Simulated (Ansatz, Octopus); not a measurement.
Given: the input of a run of Ansatz 0.2.0 on Al. Atoms were shifted at random by some hundredths of an Å from the given cell, which wasn't relaxed again for these runs. This isn't the form of Al at room conditions, which is fcc.

Contents of input.yaml:

```yaml
crystal:
  lattice:
    - [2.8270770242, 0.0, 0.0]
    - [-1.4135385121, 2.4483205214, 0.0]
    - [0.0, 0.0, 9.18599307]
  atoms:
    - { symbol: Al, position: [0.651271, 0.318103, 0.753722] }
    - { symbol: Al, position: [-0.0068, -0.003486, 0.494193] }
    - { symbol: Al, position: [0.346279, 0.677453, 0.247986] }
    - { symbol: Al, position: [-0.005736, -0.000119, -0.00073] }
hamiltonian:
  xc: pbesol
  pseudopotentials: { kind: paw }
kpoints:
  mp_grid: { grid: [11, 11, 3] }
scf:
  occupations: { method: fermi_dirac, width: 0.05 }
output:
  forces: true
  stress: true
  eigenvalues: true
```

Potentials or basis: Ansatz PAW.

Command:

```console
$ ansatz run input.yaml --threads 1 --pin off --max-ram 3584MiB --backend cpu --events-out ev --progress --plain --runs-dir out
```

Translate it to Octopus 16.4. Potentials or basis there: pseudodojo_pbesol (PseudoDojo 0.4, PBEsol).

As run (cutoffs and basis follow the program's own potentials, and thresholds, step limits or extra output files can differ):

The input inp:

```
CalculationMode = gs
UnitsOutput = eV_Angstrom
PeriodicDimensions = 3
ExperimentalFeatures = yes
PseudopotentialSet = pseudodojo_pbesol
%LatticeParameters
 1*angstrom | 1*angstrom | 1*angstrom
%
%LatticeVectors
 2.8270770242 | 0 | 0
 -1.4135385121 | 2.4483205214 | 0
 0 | 0 | 9.18599307
%
%ReducedCoordinates
 "Al" | 0.651271 | 0.318103 | 0.753722
 "Al" | -0.0068 | -0.003486 | 0.494193
 "Al" | 0.346279 | 0.677453 | 0.247986
 "Al" | -0.005736 | -0.000119 | -0.00073
%
%Spacing
 0.17669231*angstrom | 0.17669231*angstrom | 0.18011751*angstrom
%
DerivativesOrder = 8
%KPointsGrid
 11 | 11 | 3
%
KPointsUseSymmetries = yes
XCFunctional = gga_x_pbe_sol + gga_c_pbe_sol
SmearingFunction = fermi_dirac
Smearing = 0.05*eV
ExtraStates = 8
Eigensolver = chebyshev_filter
ConvRelDens = 3e-7
MaximumIter = 120
```

Potentials or basis: pseudodojo_pbesol (PseudoDojo 0.4, PBEsol).

The run is started by

```sh
$ OMP_NUM_THREADS=1 octopus > out.log
```

Both were run:

|  | Ansatz | Octopus |
| --- | --- | --- |
| Largest force | 0.329 eV/Å | 0.333 eV/Å |
| Energy over the undisturbed cell | 4.1 meV/atom | 4.1 meV/atom |

Ansatz's potentials were made for PBE.

Where Ansatz's input types no cutoff or centring, it takes its own default and a Γ-centred mesh.
